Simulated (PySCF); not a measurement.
Isomers of C5H12. The calculation used PBE0-D3(BJ)/def2-SVP geometry optimisation, gas phase in PySCF 2.14.0. Energies are electronic, without zero-point or thermal terms, for one conformer each. No frequencies were run at this level. Point groups hold within 0.08 Å.

Question: Rank from lowest to highest electronic energy at this level (kcal/mol).
A. `CC(C)(C)C`
B. `[CH3:1][CH2:2][CH2:3][CH2:4][CH3:5]` with C1–C2–C3–C4 180°, C2–C3–C4–C5 180°
C. `[CH3:1][CH2:2][CH:3]([CH3:4])[CH3:5]` with C1–C2–C3–C4 61°

Answer: A (0.0), C (1.7), B (2.2).

As drawn, the lowest has a quaternary carbon, which the highest lacks. Neighbours under 2.5 kcal/mol apart (CC(C)(C)C and CCC(C)C; CCC(C)C and CCCCC) can change places with a better method, another conformer or zero-point energy.

```tsv
SMILES	E (Eh)	E rel (kcal/mol)	dipole (D)	point group	A, B, C (MHz)
CC(C)(C)C	-197.39023	0.0	0.00	Td	4456, 4455, 4455
CCC(C)C	-197.38749	1.7	0.07	C1	7330, 3371, 2573
CCCCC	-197.38678	2.2	0.05	C2v	17112, 1944, 1846
```

How do the relative energies change in single points at PBE0/pcSseg-1 (no added dispersion term) on the same geometries?

```csv
SMILES,PBE0-D3(BJ)/def2-SVP (kcal/mol),PBE0/pcSseg-1 (kcal/mol),shift
CC(C)(C)C,0.0,0.0,0.0
CCC(C)C,1.7,2.0,+0.3
CCCCC,2.2,2.2,0.0
```

Each column counts from its own lowest isomer. The order is unchanged; the largest shift is 0.3 kcal/mol.
